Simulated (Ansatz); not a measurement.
## Ru in Ansatz: the effect of functional

Ru:

```
Ru
1.0
     2.75887    0.00000    0.00000
    -1.37943    2.38925    0.00000
     0.00000    0.00000    4.36588
Ru
2
Direct
  0.66667 0.33333 0.75000
  0.33333 0.66667 0.25000
```

The cell isn't the ideal one: volume scaled by 1.06.

Alike in all runs:

* Program: Ansatz 0.2.0
* Task: single point
* Potentials or basis: Ansatz PAW
* k mesh: 11 × 11 × 6
* Occupations: fermi-dirac, width 0.05 eV
* Spin: no spin polarisation

```csv
functional,cutoff,pressure (GPa)
LDA,420 eV (not typed: the program's choice for these potentials),-27.6
r2SCAN,500 eV (not typed: the program's choice for these potentials),-18.6
PBE,420 eV (not typed: the program's choice for these potentials),?
```

Q: What does the run with functional PBE give?

A: Pressure -12.3 GPa.

Caveats: the PAW data sets come from PBE, with cores solved anew for the run's functional, which leaves a small shift of forces and pressure (some runs).
